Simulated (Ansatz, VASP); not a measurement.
One calculation of BN, two programs

```
B N
1.0
     2.50012    0.00000    0.00000
    -1.25006    2.16517    0.00000
     0.00000    0.00000    4.02229
B N
2 2
Cartesian
  0.0000 0.0000 0.0000
  0.0000 0.0000 2.0111
  0.0000 1.4434 1.0056
  1.2501 0.7217 3.0167
```

Alike in both runs: task single point; functional PBE; k mesh 9 × 9 × 6; no spin polarisation.

```csv
,VASP,Ansatz
version,VASP 6.6.1,Ansatz 0.2.0
potentials or method,"VASP PAW PBE potentials, release 64 (B, N)","plane waves, PAW"
plane-wave cutoff (eV),520,420
occupations,"gaussian, width 0.01 eV",fixed
valence electrons in the cell,16,16
```

```csv
,VASP,Ansatz,Ansatz less VASP
gap on the k mesh at the Fermi level (eV),1.52,1.52,0.000
pressure (GPa),-0.2,0.0,+0.24
largest component of the traceless stress (GPa),0.14,0.01,-0.134
```

Caveats: an odd mesh through Γ misses points on the zone boundary, where band edges often lie.
